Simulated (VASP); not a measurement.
# TiAl₃: molecular dynamics with a thermostat

TiAl₃, Pm-3m (no. 221), 12 atoms in the cell. PBE, molecular dynamics; PAW potentials Ti, Al (PBE set).

Ensemble: Nose-Hoover chain; Target temperature (K): 1600.

## Input

INCAR:
```
SYSTEM = TiAl3
GGA = PE
PREC = Normal
ENCUT = 240
EDIFF = 1E-6
NELMIN = 4
NELM = 60
ALGO = Fast
LREAL = Auto
LASPH = .True.
ISMEAR = -1
SIGMA = 0.069
ISYM = 0
LWAVE = .False.
LCHARG = .False.
IBRION = 0
NSW = 60
POTIM = 2.0
TEBEG = 1600
ISIF = 2
RANDOM_SEED = 434595 0 0
MDALGO = 4
NHC_NCHAINS = 3
NHC_PERIOD = 30
KPAR = 2
```

KPOINTS:
```
k-points
0
Gamma
  3 3 1
```

POSCAR:
```
TiAl3
1.0
    3.9556712500      0.0000000000      0.0000000000
    0.0000000000      3.9556712500      0.0000000000
    0.0000000000      0.0000000000     11.8670137500
Ti Al
3 9
Direct
    0.0000000000      0.0000000000      0.0000000000
    0.0000000000      0.0000000000      0.3333333333
    0.0000000000      0.0000000000      0.6666666667
    0.0000000000      0.5000000000      0.1666666667
    0.0000000000      0.5000000000      0.5000000000
    0.0000000000      0.5000000000      0.8333333333
    0.5000000000      0.0000000000      0.1666666667
    0.5000000000      0.0000000000      0.5000000000
    0.5000000000      0.0000000000      0.8333333333
    0.5000000000      0.5000000000      0.0000000000
    0.5000000000      0.5000000000      0.3333333333
    0.5000000000      0.5000000000      0.6666666667
```

Commands:
```
cat potpaw_PBE.64/Ti/POTCAR potpaw_PBE.64/Al/POTCAR > POTCAR
mpirun -np 2 vasp_std > vasp.out
```

## Result

- Mean temperature (K): 1009
- Standard error of the mean temperature (K): 136
- Relative fluctuation of the kinetic energy: 0.343
- Canonical value of that fluctuation: 0.246
- Rise of the mean potential energy above the start (meV/atom): 112.8
- Electronic steps per ionic step after the first: 5.4

Course of the run:

| Time (fs) | Temperature (K) | Potential energy less the first (meV/atom) |
|---|---|---|
| 2 | 1600 | 0.0 |
| 12 | 1262 | 40.2 |
| 20 | 689 | 109.3 |
| 30 | 253 | 162.9 |
| 38 | 418 | 145.8 |
| 48 | 910 | 97.3 |
| 56 | 1157 | 82.2 |
| 66 | 1137 | 103.0 |
| 74 | 1061 | 123.8 |
| 84 | 1084 | 132.8 |
| 92 | 1083 | 140.8 |
| 102 | 1082 | 149.9 |
| 110 | 1254 | 136.9 |
| 120 | 1498 | 118.4 |

REPORT:
```
MDALGO =   4
           NHC_NCHAINS =   3
            NHC_PERIOD =    30
            NHC_NRESPA =    1
                NHC_NS =  1
               SCALING =       0
                 CNEXP =     9.000   14.000
           RANDOM_SEED =            434595                0                0

   original number of atomic DOF:         33
   number of independent constraints:      0
   number of active DOF:                  33

========================================
         MD step No.       1
========================================

  Atomic velocities initialized by STEP_tb

  >Nose-Hoover_chains
                       xs       vs(fs^-1)
   nhc_s>   0.17065826E-09   0.34128096E-09
   nhc_s>  -0.13889371E-03  -0.27779707E-03
   nhc_s>  -0.13888889E-03  -0.27773919E-03

  >Energies
                    E_tot             E_pot             E_kin               EPS                ES
   e_b>   -0.58783839E+02   -0.61058831E+02    0.22749926E+01    0.38296832E-04   -0.38299380E-04

  >Temperature
               T_sim     T_inst
   tmprt>   1600.000   1600.002

           RANDOM_SEED =            434595               72                0

[... steps left out ...]

========================================
         MD step No.      60
========================================

  >Nose-Hoover_chains
                       xs       vs(fs^-1)
   nhc_s>  -0.46183297E+00  -0.30640696E-02
   nhc_s>   0.19390458E+01   0.16284392E-01
   nhc_s>   0.59351976E+00   0.36785292E-01

  >Energies
                    E_tot             E_pot             E_kin               EPS                ES
   e_b>   -0.58781410E+02   -0.59638402E+02    0.21306049E+01    0.47853221E+00   -0.17521451E+01

  >Temperature
               T_sim     T_inst
   tmprt>   1600.000   1498.454

           RANDOM_SEED =            434595               72                0
```

OSZICAR:
```
N       E                     dE             d eps       ncg     rms          rms(c)
DAV:   1     0.858890659747E+02    0.85889E+02   -0.80670E+03   260   0.652E+02
DAV:   2    -0.547336979030E+02   -0.14062E+03   -0.13630E+03   284   0.185E+02
DAV:   3    -0.667235096198E+02   -0.11990E+02   -0.11599E+02   374   0.474E+01
DAV:   4    -0.670090515746E+02   -0.28554E+00   -0.27559E+00   328   0.695E+00
DAV:   5    -0.670183561261E+02   -0.93046E-02   -0.92581E-02   352   0.126E+00    0.239E+01
RMM:   6    -0.618193558863E+02    0.51990E+01   -0.66446E+01   292   0.422E+01    0.567E+00
RMM:   7    -0.610636541581E+02    0.75570E+00   -0.94872E+00   260   0.229E+01    0.675E+00
RMM:   8    -0.610971258846E+02   -0.33472E-01   -0.16270E+00   265   0.416E+00    0.363E+00
RMM:   9    -0.612027177121E+02   -0.10559E+00   -0.10013E+00   277   0.503E+00    0.263E+00
RMM:  10    -0.610504565410E+02    0.15226E+00   -0.37514E-01   269   0.338E+00    0.804E-01
RMM:  11    -0.610655773654E+02   -0.15121E-01   -0.17030E-01   276   0.111E+00    0.747E-01
RMM:  12    -0.610635959404E+02    0.19814E-02   -0.26998E-02   282   0.777E-01    0.556E-01
[... left out ...]
     59 T=  1462. E= -.58768444E+02 F= -.59613157E+02 E0= -.59558256E+02  EK= 0.20923E+01 SP= -.17E+01 SK= 0.49E+00
[... last step whole ...]
       N       E                     dE             d eps       ncg     rms          rms(c)
DAV:   1    -0.596383908493E+02   -0.25234E-01   -0.30971E-02   486   0.985E-01    0.178E-02
RMM:   2    -0.596384148665E+02   -0.24017E-04   -0.43734E-04   260   0.132E-01    0.358E-02
RMM:   3    -0.596383999183E+02    0.14948E-04   -0.77620E-05   264   0.654E-02    0.109E-02
RMM:   4    -0.596384019081E+02   -0.19898E-05   -0.24235E-05   284   0.234E-02    0.105E-02
RMM:   5    -0.596384018327E+02    0.75368E-07   -0.62460E-06   238   0.149E-02
     60 T=  1498. E= -.58768380E+02 F= -.59638402E+02 E0= -.59582826E+02  EK= 0.21436E+01 SP= -.18E+01 SK= 0.48E+00
```

Limits: 120 fs of 12 atoms are too short for converged averages; the cell is only 4.0 Å across, so each atom moves in step with near copies of itself.

VASP 6.6.1 took 165 s on 2 cores (AMD EPYC 7R13 (Zen 3)), a shared host.
